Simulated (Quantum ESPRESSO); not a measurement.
Runs of Quantum ESPRESSO 7.5 on BP. Symmetry: F-43m, No. 216, cubic system. Conventional cell: a = 4.538 Å, b = 4.538 Å, c = 4.538 Å, α = 90.00°, β = 90.00°, γ = 90.00°. P (site symmetry -43m) has 4 B at 1.97 Å as nearest neighbours. B (site symmetry -43m) has 4 P at 1.97 Å as nearest neighbours. 

```tsv
cutoff (eV)	gap on the mesh (eV)
884	1.32
463	1.27
1238	1.32
1034	1.32
571	(a)
```

Alike in all rows: task single point; level LDA; potentials or basis PseudoDojo 0.4.1 SR LDA standard; no spin polarisation; cell as given; k mesh 4 × 4 × 4; smearing fixed; the mesh is coarse, so values aren't converged.

Task: Estimate the missing entries.

Result: (a) 1.29.

Caveats: all runs use coarse meshes.

A k mesh can miss the band edges.

Runs at the PBE level aren't shown here.
